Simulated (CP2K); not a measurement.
# Pb under changes of volume

One of the cells (30.323 Å³/atom); the others are scaled copies at fixed shape and fractional positions:

```
Pb
1.0
     3.50021    0.00000    0.00000
     1.75010    3.03127    0.00000
     1.75010    1.01042    2.85791
Pb
1
Cartesian
  0.0000 0.0000 0.0000
```

- Program: CP2K 2026.2
- Functional: LDA
- Potentials or basis: GTH_POTENTIALS Pb GTH-PADE-q4; TZVP-MOLOPT-PBE-GTH basis
- Density cutoff: 6123 eV
- k mesh: 9 × 9 × 9
- Occupations: fermi-dirac, width 0.05 eV
- Spin: no spin polarisation

```tsv
volume (Å³/atom)	energy over the lowest point (meV/atom)	pressure (GPa)
28.503	0.00	-0.4
29.110	3.25	-1.4
29.716	10.23	-2.3
30.323	20.59	-3.2
30.929	33.93	-3.9
31.535	49.85	-4.5
32.142	?	?
```

Task: What does the run at 32.142 Å³/atom give?

Result: Energy over the lowest point 67.93 meV/atom; pressure -5.0 GPa.

Worked out: A Birch-Murnaghan fit of order 3 (a polynomial in V^(-2/3)) to the other rows has its minimum at 28.34 Å³/atom, just outside them, with B0 = V·E''(V) = 54 GPa and B' = 4.6. It gives 68.16 meV/atom at 32.142 Å³/atom, against the run's 67.93, and -dE/dV = -5.1 GPa, against -5.0.

Energies are extrapolated to zero smearing.

Caveats: the basis of atomic orbitals isn't converged, which shifts pressures, moduli and gaps.
